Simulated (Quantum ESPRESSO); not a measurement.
# AlN (P6_3mc) in Quantum ESPRESSO: a series of runs

Runs on AlN. Level: PBEsol. Tasks: relaxation of cell and atoms.

All numbers are computed with Quantum ESPRESSO 7.5; they aren't measurements. Logs are shortened: lines on timing, memory, paths and dates and some standing lists are left out, and cuts for length are marked.

## (1) The structure

The structure is hexagonal, space group P6_3mc (No. 186). Conventional cell: a = 3.113 Å, b = 3.113 Å, c = 4.981 Å, α = 90.00°, β = 90.00°, γ = 120.00°. Al (site symmetry 3m) has 4 N at 1.89 Å as nearest neighbours. Around N (site symmetry 3m) lie 4 Al at 1.89 Å.

## (2) Relaxation of cell and atoms, PBEsol, target pressure 5 GPa, at which the enthalpy is minimised

pw.in reads:

```
&CONTROL
  calculation = 'vc-relax'
  prefix = 'pwscf'
  outdir = './tmp'
  pseudo_dir = './pseudo'
  tprnfor = .true.
  tstress = .true.
  disk_io = 'low'
  nstep = 40
  forc_conv_thr = 0.0004
  etot_conv_thr = 1d-05
/
&SYSTEM
  ibrav = 0
  nat = 4
  ntyp = 2
  ecutwfc = 69
  ecutrho = 552
  nbnd = 14
  input_dft = 'pbesol'
  occupations = 'smearing'
  smearing = 'fd'
  degauss = 0.00367493
/
&ELECTRONS
  conv_thr = 8d-10
  electron_maxstep = 120
  mixing_beta = 0.5
/
&IONS
  ion_dynamics = 'bfgs'
/
&CELL
  cell_dynamics = 'bfgs'
  press = 50
  press_conv_thr = 0.3
/
ATOMIC_SPECIES
Al    26.9815 Al.pbe-n-kjpaw_psl.1.0.0.UPF
N     14.0070 N.pbe-n-radius_5.UPF
CELL_PARAMETERS angstrom
   3.1130000000    0.0000000000    0.0000000000
  -1.5565000000    2.6959370820    0.0000000000
   0.0000000000    0.0000000000    4.9810000000
ATOMIC_POSITIONS crystal
Al     0.6666666667    0.3333333333    0.5000000000
Al     0.3333333333    0.6666666667    0.0000000000
N      0.6666666667    0.3333333333    0.8800000000
N      0.3333333333    0.6666666667    0.3800000000
K_POINTS automatic
10 10 6 0 0 0
```

Potentials or basis: SSSP 1.3 efficiency PBE.

Started as:

```bash
$ OMP_NUM_THREADS=1 pw.x -in pw.in > pw.out
```

pw.out:

```text
This program is part of the open-source Quantum ESPRESSO suite
     for quantum simulation of materials; please cite
         "P. Giannozzi et al., J. Phys.:Condens. Matter 21 395502 (2009);
         "P. Giannozzi et al., J. Phys.:Condens. Matter 29 465901 (2017);
         "P. Giannozzi et al., J. Chem. Phys. 152 154105 (2020);
     in publications or presentations arising from this work. More details at

     file Al.pbe-n-kjpaw_psl.1.0.0.UPF: wavefunction(s)  3S 3P renormalized

     IMPORTANT: XC functional enforced from input :
     Exchange-correlation= PBESOL
                           (   1   4  10   8   0   0   0)
     Any further DFT definition will be discarded
     Please, verify this is what you really want

     Message from routine setup:
     using ibrav=0 with symmetry is DISCOURAGED, use correct ibrav instead

     G-vector sticks info
     --------------------
     sticks:   dense  smooth     PW     G-vecs:    dense   smooth      PW
     Sum        1303     661    199                61673    21841    3561

     Using Slab Decomposition

     bravais-lattice index     =            0
     lattice parameter (alat)  =       5.8827  a.u.
     unit-cell volume          =     282.0993 (a.u.)^3
     number of atoms/cell      =            4
     number of atomic types    =            2
     number of electrons       =        16.00
     number of Kohn-Sham states=           14
     kinetic-energy cutoff     =      69.0000  Ry
     charge density cutoff     =     552.0000  Ry
     scf convergence threshold =      8.0E-10
     mixing beta               =       0.5000
     number of iterations used =            8  plain     mixing
     energy convergence thresh.=      1.0E-05
     force convergence thresh. =      4.0E-04
     press convergence thresh. =      3.0E-01
     Exchange-correlation= PBESOL
                           (   1   4  10   8   0   0   0)
     nstep                     =           40

     celldm(1)=   5.882717  celldm(2)=   0.000000  celldm(3)=   0.000000
     celldm(4)=   0.000000  celldm(5)=   0.000000  celldm(6)=   0.000000

     crystal axes: (cart. coord. in units of alat)
               a(1) = (   1.000000   0.000000   0.000000 )
               a(2) = (  -0.500000   0.866025   0.000000 )
               a(3) = (   0.000000   0.000000   1.600064 )

     reciprocal axes: (cart. coord. in units 2 pi/alat)
               b(1) = (  1.000000  0.577350 -0.000000 )
               b(2) = (  0.000000  1.154701  0.000000 )
               b(3) = (  0.000000 -0.000000  0.624975 )

     PseudoPot. # 1 for Al read from file:
     Al.pbe-n-kjpaw_psl.1.0.0.UPF
     Pseudo is Projector augmented-wave + core cor, Zval =  3.0
     Generated using "atomic" code by A. Dal Corso  v.5.1
     Shape of augmentation charge: PSQ
     Using radial grid of 1135 points,  6 beta functions with:
                l(1) =   0
                l(2) =   0
                l(3) =   1
                l(4) =   1
                l(5) =   2
                l(6) =   2
     Q(r) pseudized with 0 coefficients

     PseudoPot. # 2 for N  read from file:
     N.pbe-n-radius_5.UPF
     Pseudo is Ultrasoft + core correction, Zval =  5.0
     Generated using "atomic" code by A. Dal Corso  v.5.1
     Using radial grid of 1085 points,  4 beta functions with:
                l(1) =   0
                l(2) =   0
                l(3) =   1
                l(4) =   1
     Q(r) pseudized with 0 coefficients

     atomic species   valence    mass     pseudopotential
     Al                3.00    26.98150     Al( 1.00)
     N                 5.00    14.00700     N ( 1.00)

     12 Sym. Ops. (no inversion) found ( 6 have fractional translation)

   Cartesian axes

     site n.     atom                  positions (alat units)
         1        Al     tau(   1) = (   0.5000000   0.2886751   0.8000321  )
         2        Al     tau(   2) = (  -0.0000000   0.5773503   0.0000000  )
         3        N      tau(   3) = (   0.5000000   0.2886751   1.4080565  )
         4        N      tau(   4) = (  -0.0000000   0.5773503   0.6080244  )

     number of k points=    56  Fermi-Dirac smearing, width (Ry)=  0.0037
                       cart. coord. in units 2pi/alat
        k(    1) = (   0.0000000   0.0000000   0.0000000), wk =   0.0033333
        k(    2) = (   0.0000000   0.0000000   0.1041625), wk =   0.0066667
        k(    3) = (   0.0000000   0.0000000   0.2083250), wk =   0.0066667
        k(    4) = (   0.0000000   0.0000000  -0.3124875), wk =   0.0033333
        k(    5) = (   0.0000000   0.1154701   0.0000000), wk =   0.0200000
        k(    6) = (   0.0000000   0.1154701   0.1041625), wk =   0.0400000
[... 48 lines left out ...]
        k(   55) = (   0.3000000   0.5196152   0.2083250), wk =   0.0400000
        k(   56) = (   0.3000000   0.5196152  -0.3124875), wk =   0.0200000

     Dense  grid:    61673 G-vectors     FFT dimensions: (  45,  45,  72)

[... 62 lines left out ...]
     total energy              =    -117.77180637 Ry
     estimated scf accuracy    <          1.9E-10 Ry

     iteration # 14     ecut=    69.00 Ry     beta= 0.50
     Davidson diagonalization with overlap
     ethr =  1.20E-12,  avg # of iterations =  3.7

     total energy              =    -117.77180637 Ry
     estimated scf accuracy    <          2.2E-10 Ry

     iteration # 15     ecut=    69.00 Ry     beta= 0.50
     Davidson diagonalization with overlap
     ethr =  1.20E-12,  avg # of iterations =  1.9

     End of self-consistent calculation

          k = 0.0000 0.0000 0.0000 (  2707 PWs)   bands (ev):

    -8.1007  -5.8615   1.0798   6.3306   6.3306   6.9987   6.9987   7.2454
    11.4742  13.8995  17.9037  18.3494  18.3494  20.4270

          k = 0.0000 0.0000 0.1049 (  2713 PWs)   bands (ev):

    -7.9908  -6.0809   1.4659   6.3729   6.3729   6.6278   6.9514   6.9514
    11.9732  13.9700  17.7221  18.3151  18.3151  19.5875

          k = 0.0000 0.0000 0.2098 (  2701 PWs)   bands (ev):

    -7.6720  -6.5992   2.4733   5.3062   6.4901   6.4901   6.8241   6.8241
    12.9302  14.0422  17.4284  18.3645  18.3645  18.4071

          k =-0.0000-0.0000-0.3147 (  2676 PWs)   bands (ev):

    -7.1814  -7.1814   3.8314   3.8314   6.6546   6.6546   6.6546   6.6546
    13.7345  13.7345  17.5860  17.5860  18.6721  18.6721

          k = 0.0000 0.1161-0.0000 (  2691 PWs)   bands (ev):

    -7.9699  -5.7877   1.2345   5.7354   6.1616   6.4229   6.9797   7.1870
    12.0550  14.4136  17.3339  17.5326  18.7253  19.9985

          k = 0.0000 0.1161 0.1049 (  2694 PWs)   bands (ev):

    -7.8618  -5.9985   1.5976   5.7841   6.1219   6.2117   6.9197   6.9428
    12.4264  14.4738  17.0763  17.5465  18.6633  19.4853

          k = 0.0000 0.1161 0.2098 (  2694 PWs)   bands (ev):

    -7.5484  -6.4999   2.5415   5.0828   6.0168   6.3516   6.5986   6.7598
    13.2267  14.4778  16.7179  17.4167  18.6863  18.8258
[... 53 lines left out ...]
    -6.3378  -5.3648   1.7967   2.8795   3.8610   5.2429   6.0943   6.4574
    12.6968  13.2968  16.0069  17.1402  18.5785  19.0391

          k = 0.0000 0.4645 0.2098 (  2680 PWs)   bands (ev):

    -6.1396  -5.5753   1.6527   2.2934   4.8223   5.4647   6.1594   6.2266
    12.3385  13.2185  16.2571  17.1412  18.6138  19.5637

          k = 0.0000 0.4645-0.3147 (  2696 PWs)   bands (ev):

    -5.8609  -5.8609   1.8291   1.8291   5.7439   5.7439   5.7935   5.7935
    12.6884  12.6884  16.6152  16.6152  19.0989  19.0989

          k =-0.0000-0.5806 0.0000 (  2674 PWs)   bands (ev):

    -6.0627  -5.3407   1.6372   2.9743   3.7977   5.0723   5.3914   6.5201
    12.9372  12.9464  15.4425  17.5282  18.0947  19.5578

          k =-0.0000-0.5806 0.1049 (  2682 PWs)   bands (ev):

    -6.0089  -5.3796   1.4857   2.5888   4.1971   5.1517   5.7520   6.3991
    12.4737  13.0062  16.1649  16.9861  18.4219  19.6850

          k =-0.0000-0.5806 0.2098 (  2684 PWs)   bands (ev):

    -5.8637  -5.4957   1.3401   1.9436   5.0375   5.3785   6.0915   6.1285
    12.0907  12.9721  16.2638  17.0009  18.5763  19.6554

          k =-0.0000-0.5806-0.3147 (  2696 PWs)   bands (ev):

    -5.6726  -5.6726   1.4820   1.4820   5.7154   5.7154   5.8351   5.8351
    12.4543  12.4543  16.4498  16.4498  19.1701  19.1701

          k = 0.1006 0.1742-0.0000 (  2677 PWs)   bands (ev):

    -7.7163  -5.6543   1.5382   4.9850   5.2380   6.1601   6.7953   7.0521
    12.8587  15.1642  16.4354  16.5709  19.1929  19.4211

          k = 0.1006 0.1742 0.1049 (  2695 PWs)   bands (ev):

    -7.6119  -5.8473   1.8456   5.0959   5.1111   6.0420   6.7176   6.9143
    13.0476  15.1970  16.1805  16.6779  19.0074  19.2885

          k = 0.1006 0.1742 0.2098 (  2677 PWs)   bands (ev):

    -7.3102  -6.3136   2.6315   4.5462   5.4124   5.9899   6.5207   6.5346
    13.5486  14.9248  16.0801  16.8017  18.7141  19.1943
[... 133 lines left out ...]
    -5.6778  -5.3782   2.3018   2.7763   3.2988   4.5769   4.9945   5.6248
    12.6202  15.3064  16.1392  16.5997  18.9174  19.0716

          k = 0.3017 0.5225 0.2098 (  2675 PWs)   bands (ev):

    -5.5934  -5.4180   2.3094   2.3226   3.0824   4.0373   5.8688   6.2647
    13.4928  14.8093  15.6269  15.7929  19.0832  19.2181

          k = 0.3017 0.5225-0.3147 (  2688 PWs)   bands (ev):

    -5.4945  -5.4945   2.1874   2.1874   3.4499   3.4499   6.4029   6.4029
    14.2441  14.2441  15.4308  15.4308  19.2097  19.2097

     the Fermi energy is     9.8541 ev

!    total energy              =    -117.77180637 Ry
     estimated scf accuracy    <          3.7E-12 Ry
     smearing contrib. (-TS)   =      -0.00000000 Ry
     internal energy E=F+TS    =    -117.77180637 Ry

     The total energy is F=E-TS. E is the sum of the following terms:
     one-electron contribution =      -1.28337014 Ry
     hartree contribution      =      11.15625374 Ry
     xc contribution           =     -16.38583065 Ry
     ewald contribution        =     -43.74983800 Ry
     one-center paw contrib.   =     -67.50902132 Ry

     convergence has been achieved in  15 iterations

     Forces acting on atoms (cartesian axes, Ry/au):

     atom    1 type  1   force =     0.00000000    0.00000000    0.00000448
     atom    2 type  1   force =     0.00000000    0.00000000    0.00000448
     atom    3 type  2   force =    -0.00000000   -0.00000000   -0.00000448
     atom    4 type  2   force =    -0.00000000    0.00000000   -0.00000448

     Total force =     0.000009     Total SCF correction =     0.000001

     Computing stress (Cartesian axis) and pressure

          total   stress  (Ry/bohr**3)                   (kbar)     P=       49.76
   0.00033816  -0.00000000  -0.00000000           49.74       -0.00       -0.00
   0.00000000   0.00033816  -0.00000000            0.00       49.74       -0.00
   0.00000000   0.00000000   0.00033837            0.00        0.00       49.78

=------------------------------------------------------------------------------=
   JOB DONE.
=------------------------------------------------------------------------------=
```

Wall time 4.9 min (1 thread of Arm Neoverse V1, shared host); peak memory 0.28 GiB.

Results:

| Item | Value |
| --- | --- |
| Free energy | -1602.3671 eV |
| Relaxed volume | 10.26 Å³/atom |
| Relaxed cell | a = 3.096 Å, b = 3.096 Å, c = 4.946 Å, α = 90.00°, β = 90.00°, γ = 120.00° |
| Space group after relaxing (to 0.05 Å) | P6_3mc (No. 186) |
| Energy change on relaxing (the enthalpy is what falls) | +3.2 meV/atom |
| Ionic steps | 6 |
| Pressure after relaxing | 5.0 GPa |
| Band gap on the k mesh | 4.23 eV, direct |

The path:
| step | energy change (eV) | largest force (eV/Å) | pressure (GPa) | volume (Å³) |
| --- | --- | --- | --- | --- |
| 1 | 0.0000 | 0.1336 | 1.17 | 41.80 |
| 2 | 0.0152 | 0.0366 | 5.38 | 40.99 |
| 3 | 0.0130 | 0.0295 | 5.02 | 41.06 |
| 4 | 0.0120 | 0.0130 | 4.85 | 41.08 |
| 5 | 0.0124 | 0.0021 | 4.92 | 41.07 |
| 6 | 0.0128 | 0.0001 | 4.99 | 41.05 |

Final structure:
```yaml
crystal:
  lattice:
    - [3.09570, 0.00000, 0.00000]
    - [-1.54785, 2.68096, 0.00000]
    - [0.00000, 0.00000, 4.94643]
  atoms:
    - { symbol: Al, position: [0.66667, 0.33333, 0.49878] }
    - { symbol: Al, position: [0.33333, 0.66667, 0.99878] }
    - { symbol: N, position: [0.66667, 0.33333, 0.88122] }
    - { symbol: N, position: [0.33333, 0.66667, 0.38122] }
```

Caveat: the potentials were made for another functional, which shifts forces and pressure. Expect the measured gap to be larger: semilocal functionals such as PBEsol lack the derivative discontinuity.

## (3) Relaxation of cell and atoms, PBEsol, target pressure 10 GPa, at which the enthalpy is minimised

pw.in: that of step 2 with these lines changed.

```diff
@@ -34,3 +34,3 @@
   cell_dynamics = 'bfgs'
-  press = 50
+  press = 100
   press_conv_thr = 0.3
```

Potentials or basis: SSSP 1.3 efficiency PBE.

Started as:

```bash
$ OMP_NUM_THREADS=1 pw.x -in pw.in > pw.out
```

Run time: 5.7 min. Hardware: 1 thread of Arm Neoverse V1, shared host; peak memory 0.28 GiB.

It converged, with:

* Free energy: -1602.3254 eV
* Relaxed volume: 10.04 Å³/atom
* Relaxed cell: a = 3.075 Å, b = 3.075 Å, c = 4.905 Å, α = 90.00°, β = 90.00°, γ = 120.00°
* Space group after relaxing (to 0.05 Å): P6_3mc (No. 186)
* Energy change on relaxing (the enthalpy is what falls): +13.5 meV/atom
* Ionic steps: 7
* Pressure after relaxing: 10.0 GPa
* Band gap on the k mesh: 4.41 eV, direct

The path:
```
step  energy change (eV)  largest force (eV/Å)  pressure (GPa)  volume (Å³)
   1              0.0000                0.1336            1.17        41.80
   2              0.0695                0.0477           11.42        39.95
   3              0.0531                0.0432            9.94        40.19
   4              0.0523                0.0308            9.87        40.20
   5              0.0527                0.0201            9.90        40.19
   6              0.0537                0.0046            9.97        40.17
   7              0.0540                0.0001           10.00        40.17
```

Final structure:
```
CELL_PARAMETERS angstrom
3.07516 0.00000 0.00000
-1.53758 2.66317 0.00000
0.00000 0.00000 4.90462
ATOMIC_POSITIONS crystal
Al 0.66667 0.33333 0.49851
Al 0.33333 0.66667 0.99851
N 0.66667 0.33333 0.88149
N 0.33333 0.66667 0.38149
```

Levels at points of the mesh, in eV from the valence-band top:
| k point | band 6 | band 7 | band 8 | band 9 | band 10 | band 11 |
| --- | --- | --- | --- | --- | --- | --- |
| (0.00, 0.00, 0.00) | -0.27 | -0.27 | 0.00 | 4.41 | 6.81 | 10.84 |
| (0.00, 0.00, -0.50) | -0.62 | -0.62 | -0.62 | 6.66 | 6.66 | 10.51 |
| (0.00, -0.50, 0.00) | -2.23 | -1.90 | -0.75 | 5.74 | 5.75 | 8.37 |
| (0.00, -0.50, -0.50) | -1.57 | -1.44 | -1.44 | 5.27 | 5.27 | 9.32 |

Caveat: the potentials were made for another functional, which shifts forces and pressure.

## (4) Relaxation of cell and atoms, PBEsol, target pressure 20 GPa, at which the enthalpy is minimised

pw.in: that of step 3 with these lines changed.

```diff
@@ -14,2 +14,3 @@
   ibrav = 0
+  celldm(1) = 8
   nat = 4
@@ -34,3 +35,3 @@
   cell_dynamics = 'bfgs'
-  press = 100
+  press = 200
   press_conv_thr = 0.3
@@ -40,6 +41,6 @@
 N     14.0070 N.pbe-n-radius_5.UPF
-CELL_PARAMETERS angstrom
-   3.1130000000    0.0000000000    0.0000000000
-  -1.5565000000    2.6959370820    0.0000000000
-   0.0000000000    0.0000000000    4.9810000000
+CELL_PARAMETERS alat
+  0.7353396782450   0.0000000000000   0.0000000000000
+ -0.3676698391225   0.6368228417753   0.0000000000000
+  0.0000000000000   0.0000000000000   1.1765907283451
 ATOMIC_POSITIONS crystal
```

Started as:

```bash
$ OMP_NUM_THREADS=1 pw.x -in pw.in > pw.out
```

Run time: 6.5 min. Hardware: 1 thread of Arm Neoverse V1, shared host; peak memory 0.29 GiB.

The run converged. Its results:

```
Free energy                                            : -1602.1823 eV
Relaxed volume                                         : 9.66 Å³/atom
Relaxed cell                                           : a = 3.040 Å, b = 3.040 Å, c = 4.828 Å, α = 90.00°, β = 90.00°, γ = 120.00°
Space group after relaxing (to 0.05 Å)                 : P6_3mc (No. 186)
Energy change on relaxing (the enthalpy is what falls) : +49.1 meV/atom
Ionic steps                                            : 8
Pressure after relaxing                                : 20.0 GPa
Band gap on the k mesh                                 : 4.73 eV, direct
```

Step by step:
| step | energy change (eV) | largest force (eV/Å) | pressure (GPa) | volume (Å³) |
| --- | --- | --- | --- | --- |
| 1 | 0.0000 | 0.1336 | 1.17 | 41.80 |
| 2 | 0.3006 | 0.0720 | 25.58 | 37.92 |
| 3 | 0.1853 | 0.0718 | 19.44 | 38.73 |
| 4 | 0.1929 | 0.0524 | 19.88 | 38.67 |
| 5 | 0.1961 | 0.0341 | 20.06 | 38.64 |
| 6 | 0.1978 | 0.0050 | 20.10 | 38.62 |
| 7 | 0.1968 | 0.0000 | 20.03 | 38.63 |
| 8 | 0.1963 | 0.0001 | 20.01 | 38.63 |

Final structure:
```yaml
crystal:
  lattice:
    - [3.03970, 0.00000, 0.00000]
    - [-1.51985, 2.63246, 0.00000]
    - [0.00000, 0.00000, 4.82786]
  atoms:
    - { symbol: Al, position: [0.66667, 0.33333, 0.49788] }
    - { symbol: Al, position: [0.33333, 0.66667, 0.99788] }
    - { symbol: N, position: [0.66667, 0.33333, 0.88212] }
    - { symbol: N, position: [0.33333, 0.66667, 0.38212] }
```

Levels at points of the mesh, in eV from the valence-band top:
```csv
k point,band 6,band 7,band 8,band 9,band 10,band 11
"(0.00, 0.00, 0.00)",-0.33,-0.33,0.00,4.73,7.09,11.16
"(0.00, 0.00, -0.50)",-0.69,-0.69,-0.69,6.96,6.96,10.82
"(0.00, -0.50, 0.00)",-2.34,-1.98,-0.80,5.82,5.83,8.67
"(0.00, -0.50, -0.50)",-1.66,-1.49,-1.49,5.39,5.39,9.52
```

Caveat: the potentials were made for another functional, which shifts forces and pressure. A k mesh can miss the band edges.

## (5) Summary

```csv
cell,gap on the mesh (eV),pressure (GPa)
relaxed to 5 GPa,4.23,5.0
relaxed to 10 GPa,4.41,10.0
relaxed to 20 GPa,4.73,20.0
```

Alike in all rows: task relaxation of cell and atoms; level PBEsol; potentials or basis SSSP 1.3 efficiency PBE; no spin polarisation; k mesh 10 × 10 × 6; cutoff (eV) 939; smearing fermi-dirac 0.05 eV.

Caveats: the potentials were made for another functional, which shifts forces and pressure.

Total energies depend on the potentials used, so only differences within one code and one set of settings carry meaning.
